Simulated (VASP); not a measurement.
# KBr (Fm-3m) in VASP: notebook

Runs on KBr. Level: PBE+D3(BJ). Tasks: single point, relaxation of cell and atoms.

Program: VASP 6.6.1. These are calculated values, not measurements. Logs are shortened: lines on timing, memory, paths and dates and some standing lists are left out, and cuts for length are marked.

**1. Starting point**

Symmetry: Fm-3m, No. 225, cubic system. The conventional cell has a = 6.701 Å, b = 6.701 Å, c = 6.701 Å, α = 90.00°, β = 90.00°, γ = 90.00°. K (site symmetry m-3m) is surrounded by 6 Br at 3.35 Å. Br (site symmetry m-3m) is surrounded by 6 K at 3.35 Å.

**2. Single point, PBE+D3(BJ) (relaxed again under DFT PBE+D3(BJ), scalar-relativistic, plane waves, PAW)**

INCAR

```
PREC     = Accurate       # precision mode
ENCUT    = 520            # plane-wave cutoff, eV
EDIFF    = 1E-7           # SCF threshold, eV
ISMEAR   = 0              # smearing method
SIGMA    = 0.02           # smearing width, eV
LREAL    = F              # projectors in reciprocal space
LASPH    = T              # aspherical terms in the spheres
NELM     = 80             # most SCF steps
ALGO     = Normal         # electronic algorithm
ISIF     = 2              # what is computed and relaxed
LWAVE    = F              # write WAVECAR
LCHARG   = F              # write CHGCAR
GGA      = PE             # functional
IVDW     = 12             # dispersion correction
NBANDS   = 15             # bands
```

KPOINTS

```
Automatic mesh
0
Gamma
  6 6 6
```

POSCAR

```
KBr
1.0
    0.0000000000      3.2828603959      3.2828603959
    3.2828603959      0.0000000000      3.2828603959
    3.2828603959      3.2828603959      0.0000000000
K Br
1 1
Direct
    0.0000000000      0.0000000000      0.0000000000
    0.5000000000      0.5000000000      0.5000000000
```

Potentials or basis: VASP PAW PBE potentials, release 64 (K_sv, Br).

Run with:

```console
cat potpaw_PBE.64/K_sv/POTCAR potpaw_PBE.64/Br/POTCAR > POTCAR
mpirun -np 1 vasp_std > vasp.out
```

OUTCAR:

```text
PREC = Accurate
   ENCUT = 520
   EDIFF = 1E-7
   ISMEAR = 0
   LREAL = F
   LASPH = T
   NELM = 80
   ISIF = 2
   GGA = PE
   IVDW = 12
 IVDW          = 12

 ion  position               nearest neighbor table
   1  0.000  0.000  0.000-   2 3.28   2 3.28   2 3.28   2 3.28   2 3.28   2 3.28
   2  0.500  0.500  0.500-   1 3.28   1 3.28   1 3.28   1 3.28   1 3.28   1 3.28

  LATTYP: Found a face centered cubic cell.
 ALAT       =     6.5657207918

  Lattice vectors:

 A1 = (   0.0000000000,   3.2828603959,   3.2828603959)
 A2 = (   3.2828603959,   0.0000000000,   3.2828603959)
 A3 = (   3.2828603959,   3.2828603959,   0.0000000000)

Analysis of symmetry for initial positions (statically):
=====================================================================
 Subroutine PRICEL returns:
 Original cell was already a primitive cell.

 Routine SETGRP: Setting up the symmetry group for a
 face centered cubic supercell.

 Subroutine GETGRP returns: Found 48 space group operations
 (whereof 48 operations were pure point group operations)
 out of a pool of 48 trial point group operations.

The static configuration has the point symmetry O_h .

Analysis of symmetry for dynamics (positions and initial velocities):
=====================================================================
 Subroutine PRICEL returns:
 Original cell was already a primitive cell.

 Routine SETGRP: Setting up the symmetry group for a
 face centered cubic supercell.

 Subroutine GETGRP returns: Found 48 space group operations
 (whereof 48 operations were pure point group operations)
 out of a pool of 48 trial point group operations.

The dynamic configuration has the point symmetry O_h .

 Subroutine INISYM returns: Found 48 space group operations
 (whereof 48 operations are pure point group operations),
 and found     1 'primitive' translations

----------------------------------------------------------------------------------------

                                     Primitive cell

  volume of cell :      70.7599

  direct lattice vectors                    reciprocal lattice vectors
     0.000000000  3.282860396  3.282860396    -0.152306202  0.152306202  0.152306202
     3.282860396  0.000000000  3.282860396     0.152306202 -0.152306202  0.152306202
     3.282860396  3.282860396  0.000000000     0.152306202  0.152306202 -0.152306202

  length of vectors
     4.642665695  4.642665695  4.642665695     0.263802081  0.263802081  0.263802081

  position of ions in fractional coordinates (direct lattice)
     0.000000000  0.000000000  0.000000000
     0.500000000  0.500000000  0.500000000

  ion indices of the primitive-cell ions
   primitive index   ion index
                 1           1
                 2           2

----------------------------------------------------------------------------------------

 KPOINTS: Automatic mesh

Automatic generation of k-mesh.
 Grid dimensions read from file:
 generate k-points for:    6    6    6

 Generating k-lattice:

  Cartesian coordinates                     Fractional coordinates (reciprocal lattice)
    -0.025384367  0.025384367  0.025384367     0.166666667  0.000000000  0.000000000
     0.025384367 -0.025384367  0.025384367     0.000000000  0.166666667  0.000000000
     0.025384367  0.025384367 -0.025384367     0.000000000  0.000000000  0.166666667

  Length of vectors
     0.043967013  0.043967013  0.043967013

  Shift w.r.t. Gamma in fractional coordinates (k-lattice)
     0.000000000  0.000000000  0.000000000

 Subroutine IBZKPT returns following result:
 ===========================================

 Found     16 irreducible k-points:

 Following reciprocal coordinates:
            Coordinates               Weight
  0.000000  0.000000  0.000000      1.000000
  0.166667  0.000000  0.000000      8.000000
  0.333333  0.000000  0.000000      8.000000
  0.500000  0.000000  0.000000      4.000000
  0.166667  0.166667  0.000000      6.000000
  0.333333  0.166667  0.000000     24.000000
[... 8 lines left out ...]
 -0.333333  0.333333  0.166667     24.000000
 -0.333333  0.500000  0.166667     12.000000
   k-points           NKPTS =     16   k-points in BZ     NKDIM =     16   number of bands    NBANDS=     15
   number of dos      NEDOS =    301   number of ions     NIONS =      2
   total plane-waves  NPLWV =  46656
   dimension x,y,z NGX =    36 NGY =   36 NGZ =   36
   dimension x,y,z NGXF=    72 NGYF=   72 NGZF=   72
   ions per type =               1   1
   NGX,Y,Z   is equivalent  to a cutoff of  12.89, 12.89, 12.89 a.u.
   NGXF,Y,Z  is equivalent  to a cutoff of  25.78, 25.78, 25.78 a.u.
 SYSTEM =  unknown system
   PREC   = accura    normal or accurate (medium, high low for compatibility)
   ISTART =      0    job   : 0-new  1-cont  2-samecut
   ICHARG =      2    charge: 1-file 2-atom 10-const
   ISPIN  =      1    spin polarized calculation?
   LNONCOLLINEAR =      F non collinear calculations
   LSORBIT =      F    spin-orbit coupling
   LASPH  =      T    aspherical Exc in radial PAW
   ENCUT  =  520.0 eV  38.22 Ry    6.18 a.u.   8.63  8.63  8.63*2*pi/ulx,y,z
   NELM   =     80;   NELMIN=  2; NELMDL= -5     # of ELM steps
   EDIFF  = 0.1E-06   stopping-criterion for ELM
   LREAL  =      F    real-space projection
   EDIFFG = 0.1E-05   stopping-criterion for IOM
   NSW    =      0    number of steps for IOM
   IBRION =     -1    ionic relax: 0-MD 1-quasi-New 2-CG
   NFREE  =      0    steps in history (QN), initial steepest desc. (CG)
   ISIF   =      2    stress and relaxation
   ISYM   =      2    0-nonsym 1-usesym 2-fastsym
   POTIM  = 0.5000    time-step for ionic-motion
   TEBEG  =    0.0;   TEEND  =   0.0 temperature during run
   PSTRESS=    0.0 pullay stress
   NELECT =      16.0000    total number of electrons
   NUPDOWN=      -1.0000    fix difference up-down
   EMIN   =  10.00;   EMAX   =-10.00  energy-range for DOS
   EFERMI =   0.00;   METHOD = LEGACY
   ISMEAR =     0;   SIGMA  =   0.02  broadening in eV -4-tet -1-fermi 0-gaus
   EFERMI_NEDOS =   21; number of points for ismear=-14 and -15
   IALGO  =     38    algorithm
   IMIX   =      4    mixing-type and parameters
     AMIX     =   0.40;   BMIX     =  1.00
     AMIX_MAG =   1.60;   BMIX_MAG =  1.00
  volume/ion in A,a.u.               =      35.38       238.76
  Fermi-wavevector in a.u.,A,eV,Ry     =   0.997361  1.884739 13.534111  0.994729
  Thomas-Fermi vector in A             =   2.129512
   LORBIT       =      0    0 simple, 1 ext, 2 COOP (PROOUT), +10 PAW based schemes
   GGA     = PE    functional components
   LHFCALC =     F    Hartree Fock is set to
   AEXX    =    0.0000 exact exchange contribution
   IVDW    =    12    specifies the selected vdW correction
   LEPSILON=     F    determine dielectric tensor
   LRPA    =     F    only Hartree local field effects (RPA)
 non-spin polarized calculation
 Gauss-broadening in eV      SIGMA  =   0.02
  energy-cutoff  :      520.00
  volume of cell :       70.76
 maximum number of plane-waves:      1932
 NGX is ok and might be reduce to    36
   NGX = 17   NGY = 17   NGZ = 17

 number of electron      15.9999999 magnetization

 Free energy of the ion-electron system (eV)
  ---------------------------------------------------
  ext. energy  EPLUGINS =         0.00000000
  ---------------------------------------------------
  free energy    TOTEN  =        -6.20878485 eV

  energy without entropy =       -6.20878485  energy(sigma->0) =       -6.20878485

 E-fermi :  -1.5101     XC(G=0):  -7.4333

 val. band max:       -1.6778335746   @ k =   0.0000   0.0000   0.0000
 cond. band min:       2.7984425361   @ k =   0.0000   0.0000   0.0000
 fundamental gap:      4.4762761107
 Fermi energy:        -1.5100787654

 k-point     1 :       0.0000    0.0000    0.0000
  band No.  band energies     occupation
      1     -29.4259      2.00000
      2     -13.9894      2.00000
      3     -12.9046      2.00000
      4     -12.9046      2.00000
      5     -12.9046      2.00000
      6      -1.6778      2.00000
      7      -1.6778      2.00000
      8      -1.6778      2.00000
      9       2.7984      0.00000
     10       5.9291      0.00000
     11       5.9291      0.00000
     12       5.9291      0.00000
     13       6.7622      0.00000
     14       6.7622      0.00000
     15       9.9648      0.00000

 k-point     2 :       0.1667    0.0000    0.0000
  band No.  band energies     occupation
      1     -29.4244      2.00000
      2     -14.0418      2.00000
      3     -12.9060      2.00000
      4     -12.9060      2.00000
      5     -12.8337      2.00000
      6      -2.0535      2.00000
      7      -1.7699      2.00000
      8      -1.7699      2.00000
      9       3.4642      0.00000
     10       5.7933      0.00000
     11       6.2587      0.00000
     12       6.2587      0.00000
     13       7.1298      0.00000
     14       7.1298      0.00000
     15      10.8656      0.00000

 k-point     3 :       0.3333    0.0000    0.0000
  band No.  band energies     occupation
      1     -29.4213      2.00000
      2     -14.1318      2.00000
      3     -12.9089      2.00000
      4     -12.9089      2.00000
      5     -12.7061      2.00000
      6      -2.6414      2.00000
      7      -1.9424      2.00000
      8      -1.9424      2.00000
      9       4.5680      0.00000
     10       6.0785      0.00000
     11       7.1409      0.00000
     12       7.1409      0.00000
     13       8.0549      0.00000
     14       8.0549      0.00000
     15       9.9090      0.00000
[... 199 lines left out ...]
 k-point    15 :      -0.3333    0.3333    0.1667
  band No.  band energies     occupation
      1     -29.4184      2.00000
      2     -14.0393      2.00000
      3     -12.9566      2.00000
      4     -12.9426      2.00000
      5     -12.7731      2.00000
      6      -2.5256      2.00000
      7      -2.2187      2.00000
      8      -2.0861      2.00000
      9       5.5552      0.00000
     10       5.9326      0.00000
     11       6.9414      0.00000
     12       7.5404      0.00000
     13       8.7029      0.00000
     14       9.0278      0.00000
     15       9.4386      0.00000

 k-point    16 :      -0.3333    0.5000    0.1667
  band No.  band energies     occupation
      1     -29.4180      2.00000
      2     -13.9639      2.00000
      3     -12.9864      2.00000
      4     -12.9573      2.00000
      5     -12.8375      2.00000
      6      -2.4003      2.00000
      7      -2.1678      2.00000
      8      -2.1360      2.00000
      9       4.9162      0.00000
     10       6.3086      0.00000
     11       6.6587      0.00000
     12       7.6239      0.00000
     13       8.3648      0.00000
     14       9.1672      0.00000
     15       9.7197      0.00000

------------------------ aborting loop because EDIFF is reached ----------------------------------------

 Edisp (eV)   -0.42026

 E8    (eV) :    -0.1965

  FORCE on cell =-STRESS in cart. coord.  units (eV):
  Direction    XX          YY          ZZ          XY          YZ          ZX
  --------------------------------------------------------------------------------------
  -------------------------------------------------------------------------------------
  Total       0.01665     0.01665     0.01665    -0.00000     0.00000    -0.00000
  in kB       0.37698     0.37698     0.37698    -0.00000     0.00000    -0.00000
  external pressure =        0.38 kB  Pullay stress =        0.00 kB

 VOLUME and BASIS-vectors are now :
 -----------------------------------------------------------------------------
  energy-cutoff  :      520.00
  volume of cell :       70.76
      direct lattice vectors                 reciprocal lattice vectors
     0.000000000  3.282860396  3.282860396    -0.152306202  0.152306202  0.152306202
     3.282860396  0.000000000  3.282860396     0.152306202 -0.152306202  0.152306202
     3.282860396  3.282860396  0.000000000     0.152306202  0.152306202 -0.152306202

 POSITION                                       TOTAL-FORCE (eV/Angst)
 -----------------------------------------------------------------------------------
      0.00000      0.00000      0.00000         0.000000     -0.000000      0.000000
      3.28286      3.28286      3.28286        -0.000000      0.000000     -0.000000
 -----------------------------------------------------------------------------------
    total drift:                                0.000000      0.000000      0.000000

  FREE ENERGIE OF THE ION-ELECTRON SYSTEM (eV)
  ---------------------------------------------------
  free  energy   TOTEN  =        -6.6290421625 eV

  energy  without entropy=       -6.6290421625  energy(sigma->0) =       -6.62904216
```

It took 24 s on 1 thread of AMD EPYC 7R13 (Zen 3), shared host; peak memory 0.18 GiB.

What came out:

```
Free energy                : -6.6290 eV
Pressure                   : 0.0 GPa
Band gap on the k mesh     : 4.48 eV, direct
Dispersion energy per atom : -0.210 eV
```

Levels at points of the mesh, in eV from the valence-band top:
```csv
k point,band 6,band 7,band 8,band 9,band 10,band 11
"(0.00, 0.00, 0.00)",0.00,0.00,0.00,4.48,7.61,7.61
"(0.50, 0.00, 0.00)",-1.21,-0.35,-0.35,6.62,8.29,9.81
"(0.50, 0.50, 0.00)",-0.83,-0.29,-0.29,5.85,7.26,9.39
```

**3. Relaxation of cell and atoms, PBE+D3(BJ)**

INCAR

```
SYSTEM = KBr
ALGO = Normal
EDIFF = 1E-6
EDIFFG = -0.005
ENCUT = 600
GGA = PE
IBRION = 2
ISIF = 3
ISMEAR = 0
IVDW = 12
LASPH = .TRUE.
LCHARG = .FALSE.
LREAL = .FALSE.
LWAVE = .FALSE.
NELM = 80
NSW = 70
PREC = Accurate
SIGMA = 0.02
```

KPOINTS

```
k-points
0
G
  6 6 6
  0 0 0
```

POSCAR

```
KBr
1.0
    0.0000000000      3.3504481918      3.3504481918
    3.3504481918      0.0000000000      3.3504481918
    3.3504481918      3.3504481918      0.0000000000
K Br
1 1
Direct
    0.0000000000      0.0000000000      0.0000000000
    0.5000000000      0.5000000000      0.5000000000
```

Potentials or basis: VASP PAW PBE potentials, release 64 (K_sv, Br).

Run with:

```console
cat potpaw_PBE.64/K_sv/POTCAR potpaw_PBE.64/Br/POTCAR > POTCAR
mpirun -np 1 vasp_std > vasp.out
```

OUTCAR:

```text
SYSTEM = KBr
   EDIFF = 1E-6
   EDIFFG = -0.005
   ENCUT = 600
   GGA = PE
   IBRION = 2
   ISIF = 3
   ISMEAR = 0
   IVDW = 12
   LASPH = .TRUE.
   LREAL = .FALSE.
   NELM = 80
   NSW = 70
   PREC = Accurate
 IVDW          = 12

 ion  position               nearest neighbor table
   1  0.000  0.000  0.000-
   2  0.500  0.500  0.500-

  LATTYP: Found a face centered cubic cell.
 ALAT       =     6.7008963836

  Lattice vectors:

 A1 = (   0.0000000000,   3.3504481918,   3.3504481918)
 A2 = (   3.3504481918,   0.0000000000,   3.3504481918)
 A3 = (   3.3504481918,   3.3504481918,   0.0000000000)

Analysis of symmetry for initial positions (statically):
=====================================================================
 Subroutine PRICEL returns:
 Original cell was already a primitive cell.

[... 163 lines left out ...]
  energy without entropy =       -6.22364607  energy(sigma->0) =       -6.22364607

------------------------ aborting loop because EDIFF is reached ----------------------------------------

 Edisp (eV)   -0.39429

 E8    (eV) :    -0.1847
[... 111 lines left out ...]
--------------------------------------- Ionic step        4  -------------------------------------------

 number of electron      16.0000000 magnetization

 Free energy of the ion-electron system (eV)
  ---------------------------------------------------
  ext. energy  EPLUGINS =         0.00000000
  ---------------------------------------------------
  free energy    TOTEN  =        -6.21047001 eV

  energy without entropy =       -6.21047001  energy(sigma->0) =       -6.21047001

 E-fermi :  -1.5484     XC(G=0):  -7.4200

 val. band max:       -1.6910624101   @ k =   0.0000   0.0000   0.0000
 cond. band min:       2.7765037427   @ k =   0.0000   0.0000   0.0000
 fundamental gap:      4.4675661527
 Fermi energy:        -1.5483535536

 k-point     1 :       0.0000    0.0000    0.0000
  band No.  band energies     occupation
      1     -29.4459      2.00000
      2     -13.9989      2.00000
      3     -12.9246      2.00000
      4     -12.9246      2.00000
      5     -12.9246      2.00000
      6      -1.6911      2.00000
      7      -1.6911      2.00000
      8      -1.6911      2.00000
      9       2.7765      0.00000
     10       5.9152      0.00000
     11       5.9152      0.00000
     12       5.9152      0.00000
[... 256 lines left out ...]
  FREE ENERGIE OF THE ION-ELECTRON SYSTEM (eV)
  ---------------------------------------------------
  free  energy   TOTEN  =        -6.6292964599 eV

  energy  without entropy=       -6.6292964599  energy(sigma->0) =       -6.62929646

 reached required accuracy - stopping structural energy minimisation
```

CONTCAR:

```text
KBr
   1.00000000000000
     0.0000000000000000    3.2864389943966157    3.2864389943966157
     3.2864389943966157    0.0000000000000000    3.2864389943966157
     3.2864389943966157    3.2864389943966157   -0.0000000000000000
  K               Br
     1     1
Direct
     1.0000000000000000    0.0000000000000000    1.0000000000000000
     0.5000000000000000    0.5000000000000000    0.5000000000000000

  0.00000000E+00  0.00000000E+00  0.00000000E+00
  0.00000000E+00  0.00000000E+00  0.00000000E+00
```

Wall time 63 s (1 thread of AMD EPYC 7R13 (Zen 3), shared host); peak memory 0.23 GiB.

Results:

```yaml
Free_energy: -6.6293 eV
Relaxed_volume: 35.50 Å³/atom
Relaxed_cell: a = 4.648 Å, b = 4.648 Å, c = 4.648 Å, α = 60.00°, β = 60.00°, γ = 60.00°
Space_group_after_relaxing_to_0.05_Å: Fm-3m (No. 225)
Energy_gained_by_relaxing: 5.7 meV/atom
Ionic_steps: 4
Pressure_after_relaxing: 0.0 GPa
Band_gap_on_the_k_mesh: 4.47 eV, direct
Dispersion_energy_per_atom: -0.209 eV
```

The path:
| step | energy change (eV) | largest force (eV/Å) | pressure (GPa) | volume (Å³) |
| --- | --- | --- | --- | --- |
| 1 | 0.0000 | 0.0000 | -0.80 | 75.22 |
| 2 | -0.0081 | 0.0000 | -0.45 | 73.18 |
| 3 | -0.0112 | 0.0000 | -0.10 | 71.44 |
| 4 | -0.0114 | 0.0000 | 0.00 | 70.99 |

Final structure:
```
CELL_PARAMETERS angstrom
0.00000 3.28644 3.28644
3.28644 0.00000 3.28644
3.28644 3.28644 0.00000
ATOMIC_POSITIONS crystal
K 0.00000 0.00000 0.00000
Br 0.50000 0.50000 0.50000
```

Levels at points of the mesh, in eV from the valence-band top:
| k point | band 5 | band 6 | band 7 | band 8 | band 9 | band 10 | band 11 | band 12 |
| --- | --- | --- | --- | --- | --- | --- | --- | --- |
| (0.00, 0.00, 0.00) | -11.23 | 0.00 | 0.00 | 0.00 | 4.47 | 7.61 | 7.61 | 7.61 |
| (0.50, 0.00, 0.00) | -10.98 | -1.20 | -0.34 | -0.34 | 6.62 | 8.28 | 9.80 | 9.80 |
| (0.50, 0.50, 0.00) | -11.27 | -0.83 | -0.29 | -0.29 | 5.85 | 7.24 | 9.39 | 9.58 |

PBE gaps usually lie below the measured ones, often by a third to a half.
